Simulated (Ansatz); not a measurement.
Si (diamond): gap against strain (isotropic on every length)

Si in the diamond structure, relaxed with r2SCAN in Ansatz, then strained (isotropic on every length; changes of length per length, axes as in the cell below) with the atoms relaxed again within the symmetry that is left. Space group Fd-3m (No. 227), cubic; a = 5.444 Å in the conventional setting, 20.17 Å³ an atom. Si has 4 Si at 2.36 Å. The values are computed, spin-unpolarised, and not measurements.

```
CELL_PARAMETERS angstrom
0.00000 2.72212 2.72212
2.72212 0.00000 2.72212
2.72212 2.72212 0.00000
ATOMIC_POSITIONS crystal
Si 0.00000 0.00000 0.00000
Si 0.25000 0.25000 0.25000
```

Gaps are the least over each mesh (PBE 8×8×8, r2SCAN 8×8×8, HSE06 6×6×6 when unstrained) and the special points, which keep their unstrained names; stress is the change from the unstrained cell, compression positive.

```csv
strain (%),"gap, PBE (eV)","gap, r2SCAN (eV)","gap, HSE06 (eV)","edges, HSE06","mean stress, r2SCAN (GPa)","energy rise, r2SCAN (meV/atom)"
-4.0,0.336,0.529,0.898,Γ → Γ–X (0.86),+15.31,100.2
-3.0,0.404,0.596,0.967,Γ → Γ–X (0.85),+10.72,54.6
-2.0,0.468,0.658,1.030,Γ → Γ–X (0.85),+6.68,23.5
-1.0,0.527,0.716,1.089,Γ → Γ–X (0.84),+3.12,5.7
-0.5,0.556,0.744,1.117,Γ → Γ–X (0.84),+1.51,1.4
0.0,0.592,0.778,1.154,Γ → Γ–X (0.80),0.00,0.0
+0.5,0.610,0.796,1.170,Γ → Γ–X (0.84),-1.41,1.3
+3.0,0.729,0.909,1.285,Γ → Γ–X (0.83),-7.12,44.9
+4.0,0.771,0.948,1.324,Γ → Γ–X (0.82),-8.87,77.3
```

Problem. Estimate the row for a strain of +2.0 %.

Solution.
```csv
strain (%),"gap, PBE (eV)","gap, r2SCAN (eV)","gap, HSE06 (eV)","edges, HSE06","mean stress, r2SCAN (GPa)","energy rise, r2SCAN (meV/atom)"
+2.0,0.684,0.866,1.242,Γ → Γ–X (0.83),-5.08,20.6
```

Between zero and the nearest strains the slope of the HSE06 gap against strain is +0.072 eV per percent for negative and +0.033 for positive strain.

Where an edge lies off the special points, it is a point of the mesh or the k point where a search put PBE's edge or least direct gap, reused for the other functionals, whose own edges may lie a little apart.

The meshes of the hybrids are coarse, so their gaps aren't converged to the digits shown.
